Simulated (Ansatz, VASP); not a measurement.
# One calculation of Zn2SnN3, two programs

```xyz
6
Lattice="4.4348 0.0000 0.0000 -2.2174 3.8407 0.0000 0.0000 0.0000 7.9461" Properties=species:S:1:pos:R:3 pbc="T T T"
Zn    0.0000    0.0000    2.6988
Zn    0.0000    0.0000    5.2472
Sn    0.0000    0.0000    0.0000
N     2.2174    0.0000    0.0000
N    -1.1087    1.9203    0.0000
N     1.1087    1.9203    0.0000
```

Alike in both runs: functional PBE; k mesh 6 × 6 × 2; occupations gaussian, width 0.1 eV; no spin polarisation.

Ansatz relaxed the structure, and its values are those at the end. VASP's run is a single point on that final structure, the one shown.

|  | VASP | Ansatz |
| --- | --- | --- |
| version | VASP 6.6.1 | Ansatz 0.2.0 |
| potentials or method | VASP PAW PBE potentials, release 64 (Zn, Sn_d, N) | scalar-relativistic, plane waves, PAW |
| plane-wave cutoff (eV) | 520 | 420 |
| valence electrons in the cell | 53 | 53 |

```tsv
	VASP	Ansatz	Ansatz less VASP
gap on the k mesh at the Fermi level (eV)	none	none	-
pressure (GPa)	0.1	0.1	-0.06
```

A gap of «none» marks a metal or a gap that the smearing closes.

Caveats: the k mesh is coarse (spacing up to 0.40 Å⁻¹), so the values aren't converged.
